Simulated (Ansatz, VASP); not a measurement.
## Au in VASP and in Ansatz

```
Au
1.0
     2.88763    0.00000    0.00000
     0.00000    4.08372    0.00000
     0.00000    0.00000   27.99433
Au
10
Direct
  0.50000 0.50000 0.27205
  0.00000 0.00000 0.31691
  0.50000 0.50000 0.37256
  0.00000 0.00000 0.42224
  0.50000 0.50000 0.47473
  0.00000 0.00000 0.52527
  0.50000 0.50000 0.57776
  0.00000 0.00000 0.62744
  0.50000 0.50000 0.68309
  0.00000 0.00000 0.72795
```

Alike in both runs: functional PBEsol; k mesh 12 × 9 × 1; occupations gaussian, width 0.1 eV; no spin polarisation.

Ansatz relaxed the structure, and its values are those at the end. VASP's run is a single point on that final structure, the one shown.

|  | VASP | Ansatz |
| --- | --- | --- |
| version | VASP 6.6.1 | Ansatz 0.2.0 |
| potentials or method | VASP PAW PBE potentials, release 64 (Au) | scalar-relativistic, plane waves, PAW |
| plane-wave cutoff (eV) | 520 | 420 |
| valence electrons in the cell | 110 | 190 |

Ansatz gave:

- gap on the k mesh at the Fermi level (eV): none
- rms of the force components (eV/Å): 0.003

**Question.** Estimate VASP's values.

**Answer.** gap on the k mesh at the Fermi level (eV): none; rms of the force components (eV/Å): 0.004.

A gap of «none» marks a metal or a gap that the smearing closes. With one functional, cell and mesh, what is left measures potentials, basis and numerics. The two sets of potentials don't hold the same shells in valence. Ansatz warned: «xc_potential_rough_in_thin_density».

Caveats: the PAW data sets were made with another functional, which shifts forces and pressure a little (VASP). The runs have no spin-orbit coupling, so splittings on Au are missing.
